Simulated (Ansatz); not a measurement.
AlP at 7 GPa: from Born charge to LO–TO splitting and polaron coupling

Computed with Ansatz, DFT LDA, scalar-relativistic, plane waves, PAW. Plane waves to 420 eV; Γ-centred k mesh 10×10×10; fixed occupations. No spin polarisation. Phonons by linear response, acoustic sum rule imposed.

The cell, relaxed at 7 GPa:
```
Al P
1.0
     0.00000    2.65637    2.65637
     2.65637    0.00000    2.65637
     2.65637    2.65637    0.00000
Al P
1 1
Direct
  0.00000 0.00000 0.00000
  0.75000 0.75000 0.75000
```

Linear response gives ν_TO = 477.5 cm⁻¹, Born charges ±2.177 e (positive on Al) and ε∞ = 8.280. The primitive cell holds 37.488 Å³, and the masses are 26.982 and 30.974 amu.

Question: Find ν_LO and the static dielectric constant.

Answer: The long-wave field adds a restoring force: ω_LO² − ω_TO² = Z*²e²/(ε_vac ε∞ μV). In these units ν_LO² − ν_TO² = 4.92064×10⁷ Z*²/(μ V ε∞) cm⁻², with μ = m₁m₂/(m₁ + m₂) = 14.420 amu: 52121 cm⁻². So ν_LO = √(477.5² + 52121) = 529.2 cm⁻¹, and the run gives 529.2. Lyddane–Sachs–Teller then gives ε0 = ε∞ (ν_LO/ν_TO)² = 10.17, against 10.17 in the run (it forms both from the same three quantities, so the match checks the arithmetic only). Between ν_TO and ν_LO the dielectric function is negative and an undamped crystal reflects fully: a reststrahlen band from 18.9 to 20.9 μm.

Question: What do the Clausius–Mossotti polarisability and the Szigeti charge come to?

Answer: With the Lorentz local field, α = (3V/4π)(ε∞ − 1)/(ε∞ + 2) = 6.34 Å³ for the pair, and e_S = 3Z*/(ε∞ + 2) = 0.64 e. The Born charge includes the electrons' response to the dipole's own local field, and e_S takes that enhancement out. The Lorentz field assumes point-like polarisable ions, a poor picture once ε∞ is this large, since the electron clouds then overlap or are shared, so both numbers are formal here.

Question: How strongly does a slow electron couple to the LO mode?

Answer: For one isotropic parabolic band, Fröhlich's constant is α_F = (1/ε∞ − 1/ε0) √(m* Ry/ħω_LO), with Ry = 13.606 eV, ħω_LO = 65.6 meV and m* in free-electron masses: α_F = 0.0225 × 14.40 × √m* = 0.32 √m*. The band mass isn't part of this run; for m* = 0.1, 0.3 and 1 it gives 0.10, 0.18, 0.32. In weak coupling the polaron lies α_F ħω_LO below the band edge (12 meV at m* = 0.3) with a mass m*(1 + α_F/6); past α_F of about 5 or 6 that expansion fails. A semilocal functional's ε∞ tends to be too large, which taken alone lowers α_F.

Cost: 1 run of about 0.72 core-minutes, on Intel Xeon Processor @ 2.70GHz (shared hosts).

AlP at this pressure is a polar but largely covalent semiconductor, in which electrons supply most of the static screening: ε∞ is 8.280 and the lattice raises it only to 10.17. The Born charge of 2.177 e is a dynamical quantity, measuring how polarisation follows displacement as charge shifts along the sp³ bonds, so it should not be read as the static charge on Al. Although this charge is sizeable, the LO–TO splitting stays modest because the valence electrons screen the long-range field that stiffens the longitudinal mode.

The same screening keeps the Fröhlich coupling weak. The lattice adds little to an already large electronic response, and the light atoms and stiff bonds give a high LO frequency, which lowers the coupling further. All three trial masses therefore lie well within the perturbative regime. For real conduction electrons the values are only a scale, since AlP has its conduction minima near X, where the mass is anisotropic and a single isotropic band is a simplification.
